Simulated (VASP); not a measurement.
# ZnSe: convergence, equation of state

ZnSe, F-43m (no. 216), 2 atoms in the cell. PBE; PAW potentials Se, Zn (PBE set). VASP 6.6.1.

Wanted: equilibrium volume within 0.05 %; bulk modulus within 0.4 %.

What the run is for: equation of state; Accuracy asked: tight.

The series start from Plane-wave cutoff (eV): 360; k-point mesh: 7 × 7 × 7; Volumes: 5 from 0.92 to 1.08; Precision mode (PREC): Accurate; Electronic threshold (eV): 1e-6; Aspherical gradient terms in the spheres (LASPH): yes; Start of each volume: each volume from scratch. Each series keeps the choices made before it, and each single choice may use up half of a tolerance. Times cover all steps of a run.

## Plane-wave cutoff (eV)

| Plane-wave cutoff (eV) | Equilibrium volume (Å³/atom) | Bulk modulus (GPa) | Time (s) |
|---|---|---|---|
| 220 | 23.59 | 67.92 | 44 |
| 280 | 23.64 | 55.93 | 61 |
| 320 | 23.63 | 56.48 | 60 |
| 360 | 23.63 | 56.37 | 77 |
| 410 | 23.64 | 56.56 | 84 |
| 480 | 23.64 | 56.71 | 97 |
| 580 | 23.64 | 56.7 | 110 |
| 720 (reference) | 23.64 | 56.58 | 172 |

Chosen: 720; the next looser run is off by more than half of the tolerance, so convergence isn't shown beyond this value.

## k-point mesh

| k-point mesh | Equilibrium volume (Å³/atom) | Bulk modulus (GPa) | Time (s) |
|---|---|---|---|
| 2 × 2 × 2 | 25.96 | 46.26 | 60 |
| 3 × 3 × 3 | 24.14 | 54.53 | 64 |
| 4 × 4 × 4 | 23.76 | 56.24 | 91 |
| 5 × 5 × 5 | 23.67 | 56.56 | 120 |
| 6 × 6 × 6 | 23.64 | 56.62 | 158 |
| 7 × 7 × 7 | 23.64 | 56.58 | 172 |
| 9 × 9 × 9 | 23.64 | 56.57 | 278 |
| 11 × 11 × 11 (reference) | 23.64 | 56.56 | 418 |

Chosen: 7 × 7 × 7, the loosest value from which every tighter one stays within half of the tolerance.

## Volumes

| Volumes | Equilibrium volume (Å³/atom) | Bulk modulus (GPa) | Time (s) |
|---|---|---|---|
| 5 from 0.88 to 1.12 | 23.64 | 56.61 | 193 |
| 5 from 0.92 to 1.08 | 23.64 | 56.58 | 172 |
| 7 from 0.91 to 1.09 (reference) | 23.64 | 56.59 | 326 |

Chosen: 5 from 0.88 to 1.12.

## Precision mode (PREC)

| Precision mode (PREC) | Equilibrium volume (Å³/atom) | Bulk modulus (GPa) | Time (s) |
|---|---|---|---|
| SingleN | 23.65 | 58.14 | 119 |
| Normal | 23.64 | 56.63 | 124 |
| Accurate (reference) | 23.64 | 56.61 | 193 |

Chosen: Normal.

## Electronic threshold (eV)

| Electronic threshold (eV) | Equilibrium volume (Å³/atom) | Bulk modulus (GPa) | Time (s) |
|---|---|---|---|
| 0.001 | 23.64 | 56.62 | 82 |
| 0.0001 | 23.64 | 56.63 | 97 |
| 1e-5 | 23.64 | 56.63 | 108 |
| 1e-6 | 23.64 | 56.63 | 124 |
| 1e-7 (reference) | 23.64 | 56.63 | 126 |

Chosen: 0.001.

## Aspherical gradient terms in the spheres (LASPH)

| Aspherical gradient terms in the spheres (LASPH) | Equilibrium volume (Å³/atom) | Bulk modulus (GPa) | Time (s) |
|---|---|---|---|
| no | 23.65 | 56.61 | 70 |
| yes (reference) | 23.64 | 56.62 | 82 |

Chosen: yes; the one before it in the list is off by more than half of the tolerance.

## Start of each volume

| Start of each volume | Equilibrium volume (Å³/atom) | Bulk modulus (GPa) | Time (s) |
|---|---|---|---|
| each volume from scratch | 23.64 | 56.62 | 82 |
| orbitals of the volume before (WAVECAR) | 23.64 | 56.61 | 64 |

Chosen: orbitals of the volume before (WAVECAR); it saves 17.7 s of 82, so each volume from scratch would do nearly as well.

## All choices together

| Input | Equilibrium volume (Å³/atom) | Bulk modulus (GPa) | Time (s) |
|---|---|---|---|
| the program's defaults (naive) | 23.76 | 50.27 | 13 |
| chosen settings | 23.64 | 56.61 | 64 |
| reference settings throughout | 23.64 | 56.57 | 722 |

The chosen settings stay within the tolerance of the reference run, but the reference itself isn't shown to be converged in: Plane-wave cutoff (eV).

## The input

INCAR:
```
GGA = PE
ISMEAR = 0
SIGMA = 0.03
LWAVE = T
LCHARG = F
ISIF = 2
NSW = 0
PREC = Normal
LASPH = T
LREAL = F
ALGO = Normal
EDIFF = 0.001
NELM = 120
GGA_COMPAT = F
ENCUT = 720
EFERMI = MIDGAP
```

KPOINTS:
```
Automatic mesh
0
Gamma
  7 7 7
  0 0 0
```

POSCAR.step1:
```
ZnSe
1.0
    0.0000000000      2.7155851182      2.7155851182
    2.7155851182      0.0000000000      2.7155851182
    2.7155851182      2.7155851182      0.0000000000
Se Zn
1 1
Direct
    0.7500000000      0.7500000000      0.7500000000
    0.0000000000      0.0000000000      0.0000000000
```

POSCAR.step2:
```
ZnSe
1.0
    0.0000000000      2.7759511149      2.7759511149
    2.7759511149      0.0000000000      2.7759511149
    2.7759511149      2.7759511149      0.0000000000
Se Zn
1 1
Direct
    0.7500000000      0.7500000000      0.7500000000
    0.0000000000      0.0000000000      0.0000000000
```

POSCAR.step3:
```
ZnSe
1.0
    0.0000000000      2.8338000000      2.8338000000
    2.8338000000      0.0000000000      2.8338000000
    2.8338000000      2.8338000000      0.0000000000
Se Zn
1 1
Direct
    0.7500000000      0.7500000000      0.7500000000
    0.0000000000      0.0000000000      0.0000000000
```

POSCAR.step4:
```
ZnSe
1.0
    0.0000000000      2.8893788162      2.8893788162
    2.8893788162      0.0000000000      2.8893788162
    2.8893788162      2.8893788162      0.0000000000
Se Zn
1 1
Direct
    0.7500000000      0.7500000000      0.7500000000
    0.0000000000      0.0000000000      0.0000000000
```

POSCAR.step5:
```
ZnSe
1.0
    0.0000000000      2.9428979572      2.9428979572
    2.9428979572      0.0000000000      2.9428979572
    2.9428979572      2.9428979572      0.0000000000
Se Zn
1 1
Direct
    0.7500000000      0.7500000000      0.7500000000
    0.0000000000      0.0000000000      0.0000000000
```

Commands (each step's output is kept before the next begins):
```
cat potpaw_PBE.64/Se/POTCAR potpaw_PBE.64/Zn/POTCAR > POTCAR
cp POSCAR.step1 POSCAR
mpirun -np 1 vasp_std > vasp.out
cp POSCAR.step2 POSCAR
mpirun -np 1 vasp_std > vasp.out
cp POSCAR.step3 POSCAR
mpirun -np 1 vasp_std > vasp.out
cp POSCAR.step4 POSCAR
mpirun -np 1 vasp_std > vasp.out
cp POSCAR.step5 POSCAR
mpirun -np 1 vasp_std > vasp.out
```

The chosen input took VASP 6.6.1 64 s on 1 core (AMD EPYC 7571), a shared host.

## An input that fails: cutoff far too low

It runs to its end, but against the unchanged starting input it is off by 1.3 % in the equilibrium volume, 154 % in the bulk modulus.

Changes against the starting input:
```
(all steps)
- PREC = Accurate
- NELM = 120
- ENCUT = 360
+ PREC = Low
+ NELM = 74
+ ENCUT = 160
```
